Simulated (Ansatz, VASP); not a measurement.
# FeO in VASP and in Ansatz

```xyz
2
Lattice="2.9598 0.0000 0.0000 -1.4799 2.5633 0.0000 0.0000 0.0000 2.8887" Properties=species:S:1:pos:R:3 pbc="T T T"
Fe    0.0000    0.0000    0.0000
O     1.4799    0.8544    1.4443
```

The cell comes from a database or a generator and needn't be the stable form of this composition.

Alike in both runs: task single point; functional PBE; k mesh 10 × 10 × 9; occupations fermi-dirac, width 0.05 eV; collinear spin.

|  | VASP | Ansatz |
| --- | --- | --- |
| version | VASP 6.6.1 | Ansatz 0.2.0 |
| potentials or method | VASP PAW PBE potentials, release 64 (Fe, O) | Ansatz PAW |
| plane-wave cutoff (eV) | 520 | 420 |
| valence electrons in the cell | 14 | 22 |

Ansatz gave:

| Quantity | Value |
| --- | --- |
| gap on the k mesh at the Fermi level (eV) | none |
| pressure (GPa) | -17.8 |
| largest component of the traceless stress (GPa) | 4.64 |
| net moment per atom (μB) | 2.00 |
| size of the moment on the site where the two differ most (μB) | 3.50 |

Problem. Estimate VASP's values.

Solution. gap on the k mesh at the Fermi level (eV): none; pressure (GPa): -17.9; largest component of the traceless stress (GPa): 4.95; net moment per atom (μB): 2.00; size of the moment on the site where the two differ most (μB): 3.59.

Site moments also hang on the region over which each program counts them. A gap of «none» marks a metal or a gap that the smearing closes. The two sets of potentials don't hold the same shells in valence.

Caveats: a cell with one magnetic atom can't hold antiferromagnetic order, which such compounds often take; semilocal functionals often make such compounds metallic where correlation or magnetic order opens a gap, which also shifts bond lengths; so large a pressure means that the cell lies far from this level's equilibrium, or that cutoff or potentials fall short (VASP); the pressure holds a Pulay correction of +0.6 GPa for the finite cutoff (Ansatz).
